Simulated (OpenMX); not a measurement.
Crystal: Zr.

```
Zr
1.0
     3.23200    0.00000    0.00000
    -1.61600    2.79899    0.00000
     0.00000    0.00000    5.14700
Zr
2
Direct
  0.66667 0.33333 0.75000
  0.33333 0.66667 0.25000
```

Base run:

| Quantity | Value |
| --- | --- |
| Program | OpenMX 3.8.5 |
| Functional | PBE |
| Potentials or basis | OpenMX 2013 PBE set, Zr7.0-s3p2d2, grid cutoff 350 Ry |
| k mesh | 9 × 9 × 5 |
| Occupations | fermi-dirac, width 0.05 eV |
| Spin | no spin polarisation |

Its results: pressure 1.4 GPa; largest force 0.005 eV/Å.

Question: After a change of settings the same cell gave: pressure -5.1 GPa; largest force 0.006 eV/Å. Which change was it?
A. potentials or basis from OpenMX 2013 PBE set, Zr7.0-s3p2d2, grid cutoff 350 Ry to OpenMX 2013 PBE set, Zr7.0-s3p2d2, grid cutoff 400 Ry
B. potentials or basis from OpenMX 2013 PBE set, Zr7.0-s3p2d2, grid cutoff 350 Ry to OpenMX 2013 PBE set, Zr7.0-s3p2d2, grid cutoff 560 Ry; k mesh from 9 × 9 × 5 to 7 × 7 × 5
C. functional from PBE to LDA; potentials or basis from OpenMX 2013 PBE set, Zr7.0-s3p2d2, grid cutoff 350 Ry to OpenMX 2013 LDA set, Zr7.0-s3p2d2, grid cutoff 400 Ry
D. potentials or basis from OpenMX 2013 PBE set, Zr7.0-s3p2d2, grid cutoff 350 Ry to OpenMX 2013 PBE set, Zr7.0-s3p2d1, grid cutoff 400 Ry

Answer: C.

Caveats: the basis of atomic orbitals isn't converged, which shifts pressures, moduli and gaps.

Not every run made on this cell is shown here.
